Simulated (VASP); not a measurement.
# InPd (Pm-3m) in VASP: a series of runs

The runs below take InPd through single point, with r2SCAN.

Program: VASP 6.6.1. These are calculated values, not measurements. Logs are shortened: lines on timing, memory, paths and dates and some standing lists are left out, and cuts for length are marked.

## (1) The crystal as given

It takes space group Pm-3m (No. 221, cubic). Conventional cell: a = 3.272 Å, b = 3.272 Å, c = 3.272 Å, α = 90.00°, β = 90.00°, γ = 90.00°. In (site symmetry m-3m) has 8 Pd at 2.83 Å as nearest neighbours. Around Pd (site symmetry m-3m) lie 8 In at 2.83 Å.

The cell comes from a database or a generator and needn't be the stable form of this composition.

## (2) Single point, r2SCAN

File INCAR:

```
  PREC = Accurate
  ENCUT = 400
  EDIFF = 1E-6
  ISMEAR = 0
  SIGMA = 0.02
  LREAL = F
  LASPH = T
  NELM = 100
  ALGO = Normal
  ISIF = 2
  LWAVE = F
  LCHARG = F
  METAGGA = R2SCAN
  LMIXTAU = T
  ADDGRID = F
```

File KPOINTS:

```
regular mesh
0
Gamma
  10 10 10
```

File POSCAR:

```
InPd
1.0
    3.2718847800      0.0000000000      0.0000000000
    0.0000000000      3.2718847800      0.0000000000
    0.0000000000      0.0000000000      3.2718847800
In Pd
1 1
Direct
    0.0000000000      0.0000000000      0.0000000000
    0.5000000000      0.5000000000      0.5000000000
```

Potentials or basis: VASP PAW PBE potentials, release 64 (In_d, Pd).

Launch:

```sh
> cat potpaw_PBE.64/In_d/POTCAR potpaw_PBE.64/Pd/POTCAR > POTCAR
> mpirun -np 1 vasp_std > vasp.out
```

OUTCAR:

```text
PREC = Accurate
   ENCUT = 400
   EDIFF = 1E-6
   ISMEAR = 0
   LREAL = F
   LASPH = T
   NELM = 100
   ISIF = 2
   METAGGA = R2SCAN

 Found     56 irreducible k-points:

 Following reciprocal coordinates:
            Coordinates               Weight
  0.000000  0.000000  0.000000      1.000000
  0.100000  0.000000  0.000000      6.000000
  0.200000  0.000000  0.000000      6.000000
  0.300000  0.000000  0.000000      6.000000
  0.400000  0.000000  0.000000      6.000000
  0.500000  0.000000  0.000000      3.000000
   k-points           NKPTS =     56   k-points in BZ     NKDIM =     56   number of bands    NBANDS=     15
   number of dos      NEDOS =    301   number of ions     NIONS =      2
   total plane-waves  NPLWV =  13824
   dimension x,y,z NGX =    24 NGY =   24 NGZ =   24
   dimension x,y,z NGXF=    48 NGYF=   48 NGZF=   48
   ions per type =               1   1
   NGX,Y,Z   is equivalent  to a cutoff of  12.19, 12.19, 12.19 a.u.
   NGXF,Y,Z  is equivalent  to a cutoff of  24.39, 24.39, 24.39 a.u.
 SYSTEM =  unknown system
   PREC   = accura    normal or accurate (medium, high low for compatibility)
   ISTART =      0    job   : 0-new  1-cont  2-samecut
   ICHARG =      2    charge: 1-file 2-atom 10-const
   ISPIN  =      1    spin polarized calculation?
   LNONCOLLINEAR =      F non collinear calculations
   LSORBIT =      F    spin-orbit coupling
   LASPH  =      T    aspherical Exc in radial PAW
   ENCUT  =  400.0 eV  29.40 Ry    5.42 a.u.   5.34  5.34  5.34*2*pi/ulx,y,z
   NELM   =    100;   NELMIN=  2; NELMDL= -5     # of ELM steps
   EDIFF  = 0.1E-05   stopping-criterion for ELM
   LREAL  =      F    real-space projection
   EDIFFG = 0.1E-04   stopping-criterion for IOM
   NSW    =      0    number of steps for IOM
   IBRION =     -1    ionic relax: 0-MD 1-quasi-New 2-CG
   NFREE  =      0    steps in history (QN), initial steepest desc. (CG)
   ISIF   =      2    stress and relaxation
   ISYM   =      2    0-nonsym 1-usesym 2-fastsym
   POTIM  = 0.5000    time-step for ionic-motion
   TEBEG  =    0.0;   TEEND  =   0.0 temperature during run
   PSTRESS=    0.0 pullay stress
   NELECT =      23.0000    total number of electrons
   NUPDOWN=      -1.0000    fix difference up-down
   EMIN   =  10.00;   EMAX   =-10.00  energy-range for DOS
   EFERMI =   0.00;   METHOD = LEGACY
   ISMEAR =     0;   SIGMA  =   0.02  broadening in eV -4-tet -1-fermi 0-gaus
   EFERMI_NEDOS =   21; number of points for ismear=-14 and -15
   IALGO  =     38    algorithm
   IMIX   =      4    mixing-type and parameters
     AMIX     =   0.40;   BMIX     =  1.00
     AMIX_MAG =   1.60;   BMIX_MAG =  1.00
  volume/ion in A,a.u.               =      17.51       118.18
  Fermi-wavevector in a.u.,A,eV,Ry     =   1.422938  2.688964 27.548447  2.024754
  Thomas-Fermi vector in A             =   2.543589
   LORBIT       =      0    0 simple, 1 ext, 2 COOP (PROOUT), +10 PAW based schemes
   METAGGA = R2SCAN    functional components
   LHFCALC =     F    Hartree Fock is set to
   AEXX    =    0.0000 exact exchange contribution
   IVDW    =     0    specifies the selected vdW correction
   LEPSILON=     F    determine dielectric tensor
   LRPA    =     F    only Hartree local field effects (RPA)
 non-spin polarized calculation
 Gauss-broadening in eV      SIGMA  =   0.02
  energy-cutoff  :      400.00
  volume of cell :       35.03
 maximum number of plane-waves:       656
 NGX is ok and might be reduce to    24
   NGX = 11   NGY = 11   NGZ = 11

 number of electron      22.9999997 magnetization

 Free energy of the ion-electron system (eV)
  ---------------------------------------------------
  ext. energy  EPLUGINS =         0.00000000
  ---------------------------------------------------
  free energy    TOTEN  =       -46.63830089 eV

  energy without entropy =      -46.63746312  energy(sigma->0) =      -46.63788200

 E-fermi :  10.5846     XC(G=0): -13.2453

 val. band max:       10.5729354832   @ k =   0.5000   0.4000   0.3000
 cond. band min:      10.5868521282   @ k =   0.3000   0.1000   0.1000
 fundamental gap:      0.0139166450
 Fermi energy:        10.5845560291

 k-point     1 :       0.0000    0.0000    0.0000
  band No.  band energies     occupation
      1      -5.1498      2.00000
      2      -5.1498      2.00000
      3      -4.7250      2.00000
      4      -4.7250      2.00000
      5      -4.7250      2.00000
      6      -0.0457      2.00000
      7       6.3964      2.00000
      8       6.3964      2.00000
      9       8.0158      2.00000
     10       8.0158      2.00000
     11       8.0158      2.00000
     12      14.9134      0.00000
     13      14.9134      0.00000
     14      14.9134      0.00000
     15      20.5245      0.00000

 k-point     2 :       0.1000    0.0000    0.0000
  band No.  band energies     occupation
      1      -5.1440      2.00000
      2      -5.1147      2.00000
      3      -4.7357      2.00000
      4      -4.7357      2.00000
      5      -4.7218      2.00000
      6       0.1205      2.00000
      7       6.3990      2.00000
      8       6.4231      2.00000
      9       7.8948      2.00000
     10       7.8948      2.00000
     11       8.0087      2.00000
     12      13.8074      0.00000
     13      15.2413      0.00000
     14      15.2413      0.00000
     15      20.8124      0.00000

 k-point     3 :       0.2000    0.0000    0.0000
  band No.  band energies     occupation
      1      -5.1287      2.00000
      2      -5.0230      2.00000
      3      -4.7636      2.00000
      4      -4.7636      2.00000
      5      -4.7136      2.00000
      6       0.6170      2.00000
      7       6.4059      2.00000
      8       6.4315      2.00000
      9       7.6085      2.00000
     10       7.6085      2.00000
     11       7.9902      2.00000
     12      11.8566      0.00000
     13      16.1471      0.00000
     14      16.1471      0.00000
     15      20.9044      0.00000

 k-point     4 :       0.3000    0.0000    0.0000
  band No.  band energies     occupation
      1      -5.1097      2.00000
      2      -4.9102      2.00000
      3      -4.7978      2.00000
      4      -4.7978      2.00000
      5      -4.7033      2.00000
      6       1.4334      2.00000
      7       6.1548      2.00000
      8       6.4147      2.00000
      9       7.3002      2.00000
     10       7.3002      2.00000
     11       7.9676      2.00000
     12      10.2222      2.00000
     13      17.4798      0.00000
     14      17.4798      0.00000
     15      20.8659      0.00000

 k-point     5 :       0.4000    0.0000    0.0000
  band No.  band energies     occupation
      1      -5.0943      2.00000
      2      -4.8253      2.00000
      3      -4.8253      2.00000
      4      -4.8195      2.00000
      5      -4.6949      2.00000
      6       2.5352      2.00000
      7       5.2499      2.00000
      8       6.4220      2.00000
      9       7.0777      2.00000
     10       7.0777      2.00000
     11       7.9492      2.00000
     12       9.4033      2.00000
     13      19.1002      0.00000
     14      19.1002      0.00000
     15      20.6796      0.00000

 k-point     6 :       0.5000    0.0000    0.0000
  band No.  band energies     occupation
      1      -5.0884      2.00000
      2      -4.8358      2.00000
      3      -4.8358      2.00000
      4      -4.7850      2.00000
      5      -4.6918      2.00000
      6       3.6377      2.00000
      7       4.1355      2.00000
      8       6.4246      2.00000
      9       6.9977      2.00000
     10       6.9977      2.00000
     11       7.9421      2.00000
     12       9.2196      2.00000
     13      20.5069      0.00000
     14      20.5069      0.00000
     15      20.6056      0.00000

 [... further k-points ...]

------------------------ aborting loop because EDIFF is reached ----------------------------------------

  FORCE on cell =-STRESS in cart. coord.  units (eV):
  Direction    XX          YY          ZZ          XY          YZ          ZX
  --------------------------------------------------------------------------------------
  -------------------------------------------------------------------------------------
  Total        0.0101912      0.0101912      0.0101912      0.0000000     -0.0000000     -0.0000000
  in kB        0.4661690      0.4661690      0.4661690      0.0000000     -0.0000000     -0.0000000
  external PRESSURE =       0.4661690 kB  Pullay stress =       0.0000000 kB

 VOLUME and BASIS-vectors are now :
 -----------------------------------------------------------------------------
  energy-cutoff  :      400.00
  volume of cell :       35.03
      direct lattice vectors                 reciprocal lattice vectors
     3.271884780  0.000000000  0.000000000     0.305634234  0.000000000  0.000000000
     0.000000000  3.271884780  0.000000000     0.000000000  0.305634234  0.000000000
     0.000000000  0.000000000  3.271884780     0.000000000  0.000000000  0.305634234

 POSITION                                       TOTAL-FORCE (eV/Angst)
 -----------------------------------------------------------------------------------
      0.00000      0.00000      0.00000         0.000000      0.000000      0.000000
      1.63594      1.63594      1.63594         0.000000      0.000000      0.000000
 -----------------------------------------------------------------------------------
    total drift:                                0.000000      0.000000     -0.000000

  FREE ENERGIE OF THE ION-ELECTRON SYSTEM (eV)
  ---------------------------------------------------
  free  energy   TOTEN  =       -46.6383008863 eV

  energy  without entropy=      -46.6374631188  energy(sigma->0) =      -46.63788200
```

Wall time 31 s (1 thread of Intel Xeon 6975P-C (Granite Rapids), shared host); peak memory 0.16 GiB.

The run converged, but some of its settings lie outside the range that counts as converged, so its numbers aren't taken as properties of the crystal.

What came out:

```
Free energy            : -46.6383 eV
Pressure               : 0.0 GPa
Band gap on the k mesh : none (metal or under the smearing width)
```

Caveat: the PAW data sets were made with another functional, which shifts forces and pressure a little.

## (3) Single point, r2SCAN

INCAR is that of step 2.

KPOINTS is that of step 2.

File POSCAR:

```
InPd
1.0
    3.2718847800      0.0000000000      0.0000000000
    0.0000000000      3.2718847800      0.0000000000
    0.0000000000      0.0000000000      3.2718847800
In Pd
1 1
Direct
    0.0076950000     -0.0345290000      0.0307480000
    0.5133770000      0.5169540000      0.5028010000
```

Potentials or basis: VASP PAW PBE potentials, release 64 (In_d, Pd).

Launch:

```sh
> cat potpaw_PBE.64/In_d/POTCAR potpaw_PBE.64/Pd/POTCAR > POTCAR
> mpirun -np 1 vasp_std > vasp.out
```

OUTCAR:

```text
PREC = Accurate
   ENCUT = 400
   EDIFF = 1E-6
   ISMEAR = 0
   LREAL = F
   LASPH = T
   NELM = 100
   ISIF = 2
   METAGGA = R2SCAN

 Found    504 irreducible k-points:

 Following reciprocal coordinates:
            Coordinates               Weight
  0.000000  0.000000  0.000000      1.000000
  0.100000  0.000000  0.000000      2.000000
  0.000000  0.100000  0.000000      2.000000
  0.000000  0.000000  0.100000      2.000000
[... 184 lines left out ...]

 [... further k-points ...]

------------------------ aborting loop because EDIFF is reached ----------------------------------------

  FORCE on cell =-STRESS in cart. coord.  units (eV):
  Direction    XX          YY          ZZ          XY          YZ          ZX
  --------------------------------------------------------------------------------------
  -------------------------------------------------------------------------------------
  Total        0.5881950      0.2363391      0.4562542      0.0754485     -0.3635876     -0.0448592
  in kB       26.9053059     10.8106569     20.8700485      3.4511774    -16.6312771     -2.0519550
  external PRESSURE =      19.5286704 kB  Pullay stress =       0.0000000 kB

 VOLUME and BASIS-vectors are now :
 -----------------------------------------------------------------------------
  energy-cutoff  :      400.00
  volume of cell :       35.03
      direct lattice vectors                 reciprocal lattice vectors
     3.271884780  0.000000000  0.000000000     0.305634234  0.000000000  0.000000000
     0.000000000  3.271884780  0.000000000     0.000000000  0.305634234  0.000000000
     0.000000000  0.000000000  3.271884780     0.000000000  0.000000000  0.305634234

 POSITION                                       TOTAL-FORCE (eV/Angst)
 -----------------------------------------------------------------------------------
      0.02518      3.15891      0.10060         0.088487      0.701337     -0.415948
      1.67971      1.69141      1.64511        -0.088487     -0.701337      0.415948
 -----------------------------------------------------------------------------------
    total drift:                                0.001063      0.001834     -0.000331

  FREE ENERGIE OF THE ION-ELECTRON SYSTEM (eV)
  ---------------------------------------------------
  free  energy   TOTEN  =       -46.5619850988 eV

  energy  without entropy=      -46.5614353138  energy(sigma->0) =      -46.56171021
```

OSZICAR:

```text
N       E                     dE             d eps       ncg     rms          rms(c)
DAV:   1     0.107132260753E+03    0.10713E+03   -0.99242E+03 15354   0.176E+03
DAV:   2    -0.447833263405E+02   -0.15192E+03   -0.14796E+03 15743   0.380E+02
DAV:   3    -0.518775256183E+02   -0.70942E+01   -0.70466E+01 18964   0.910E+01
DAV:   4    -0.520153742000E+02   -0.13785E+00   -0.13778E+00 19342   0.115E+01
DAV:   5    -0.520209765312E+02   -0.56023E-02   -0.56023E-02 22111   0.204E+00    0.881E+00
DAV:   6    -0.466474842166E+02    0.53735E+01   -0.48485E+00 16121   0.359E+01    0.396E+00
DAV:   7    -0.465243809169E+02    0.12310E+00   -0.53950E-01 16254   0.940E+00    0.254E+00
DAV:   8    -0.465491944865E+02   -0.24814E-01   -0.14789E-01 17029   0.333E+00    0.139E+00
DAV:   9    -0.465464257083E+02    0.27688E-02   -0.91554E-02 15785   0.348E+00    0.309E-01
DAV:  10    -0.465610220627E+02   -0.14596E-01   -0.28812E-02 16541   0.208E+00    0.206E-01
DAV:  11    -0.465598190991E+02    0.12030E-02   -0.50705E-03 16702   0.767E-01    0.213E-01
DAV:  12    -0.465616915074E+02   -0.18724E-02   -0.11490E-03 16380   0.339E-01    0.945E-02
DAV:  13    -0.465616178460E+02    0.73661E-04   -0.53584E-04 17465   0.251E-01    0.404E-02
DAV:  14    -0.465618658205E+02   -0.24797E-03   -0.28561E-04 16184   0.168E-01    0.559E-02
DAV:  15    -0.465619756639E+02   -0.10984E-03   -0.85403E-05 16009   0.103E-01    0.162E-02
DAV:  16    -0.465619807036E+02   -0.50397E-05   -0.34840E-06 18869   0.170E-02    0.250E-02
DAV:  17    -0.465619847110E+02   -0.40073E-05   -0.14752E-06 11116   0.146E-02    0.186E-02
DAV:  18    -0.465619850988E+02   -0.38788E-06   -0.45100E-07  8001   0.823E-03
   1 F= -.46561985E+02 E0= -.46561710E+02  d E =-.549785E-03
```

Wall time 3.2 min (1 thread of Intel Xeon 6975P-C (Granite Rapids), shared host); peak memory 0.32 GiB.

These settings aren't checked as converged: the numbers below hold their error.

What came out:

```
Free energy            : -46.5620 eV
Pressure               : 2.0 GPa
Largest force          : 0.820 eV/Å
Band gap on the k mesh : none (metal or under the smearing width)
```

Caveat: the PAW data sets were made with another functional, which shifts forces and pressure a little.

## (4) The reference run

An earlier run on the cell as given: functional PBE; potentials or basis VASP PAW PBE potentials, release 64 (In_d, Pd); cutoff 520 eV; k mesh 8 × 8 × 8; occupations fermi-dirac, width 0.05 eV; no spin polarisation.

* Pressure: 3.7 GPa
* Band gap on the k mesh: none (metal or under the smearing width)
